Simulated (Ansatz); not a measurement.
# ZnSe: the cost of one run

Method: DFT PBE, scalar-relativistic, plane waves, PAW, in Ansatz 0.2.0.

## (1) The starting structure

It takes space group Fm-3m (No. 225, cubic). Conventional cell: a = 5.280 Å, b = 5.280 Å, c = 5.280 Å, α = 90.00°, β = 90.00°, γ = 90.00°. Around Zn (site symmetry m-3m) lie 6 Se at 2.64 Å. Se (site symmetry m-3m) is surrounded by 6 Zn at 2.64 Å.

Structure file:

```xyz
2
Lattice="0.0000 2.6399 2.6399 2.6399 0.0000 2.6399 2.6399 2.6399 0.0000" Properties=species:S:1:pos:R:3 pbc="T T T"
Zn    0.0000    0.0000    0.0000
Se    2.6399    2.6399    2.6399
```

The cell was made up by rule, so the compound may not exist in this form.

This is a trial structure, the rocksalt prototype, and another one may lie lower.

## (2) Single point at 0.950 V0

input.yaml

```yaml
crystal:
  lattice:
    - [0.0, 2.6399, 2.6399]
    - [2.6399, 0.0, 2.6399]
    - [2.6399, 2.6399, 0.0]
  atoms:
    - { symbol: Zn, position: [0.0, 0.0, 0.0] }
    - { symbol: Se, position: [0.5, 0.5, 0.5] }
basis:
  ecutwfc: 420
kpoints:
  mp_grid: { grid: [14, 14, 14] }
hamiltonian:
  xc: pbe
scf:
  occupations: { method: fermi_dirac, width: 0.15 }
output:
  forces: true
  stress: true
  eigenvalues: true
```

Launch:

```console
$ ansatz run input.yaml --threads 1 --pin off --max-ram 1228MiB --backend cpu --events-out ev --progress --plain --runs-dir out
```

**Question.** How long does this run take on 1 thread of an Arm CPU, shared host, and how much memory does it need?

About 6.5 s, with a peak of 0.34 GiB.
